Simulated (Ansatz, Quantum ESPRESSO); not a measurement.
## MgB2: the pressure in 2 programs

The cell as given:

```
Mg B
1.0
     3.08500    0.00000    0.00000
    -1.54250    2.67169    0.00000
     0.00000    0.00000    3.52300
Mg B
1 2
Cartesian
  0.0000 0.0000 0.0000
  1.5425 0.8906 1.7615
  0.0000 1.7811 1.7615
```

Kept alike: task relaxation of cell and atoms; functional PBEsol; k mesh 10 × 10 × 8; occupations fermi-dirac, width 0.05 eV; no spin polarisation. The mesh is that of the run's cell of 3 atoms. No spin-orbit coupling.

- A: Ansatz, all-electron LAPW, scalar-relativistic
- B: Quantum ESPRESSO, SSSP 1.3 efficiency PBE, made for PBE, cutoff 857 eV

| pressure (GPa) | A: volume (Å³/atom) | B: volume (Å³/atom) |
| --- | --- | --- |
| 0 | 9.467 | ? |
| 5 | 9.168 | 9.152 |
| 10 | 8.907 | 8.896 |
| 20 | 8.470 | 8.466 |

Values on potentials made for another functional: all of B. Values hold for each row's relaxed cell, which stops near the pressure aimed at. The runs follow the start's structure, whether or not it is the stable one at these pressures.

Problem. Estimate the value left open.

Solution. In the median of the other rows B lies -0.011 Å³/atom from the other column, which points to 9.456; the run gave 9.448 Å³/atom, -0.008 from it.
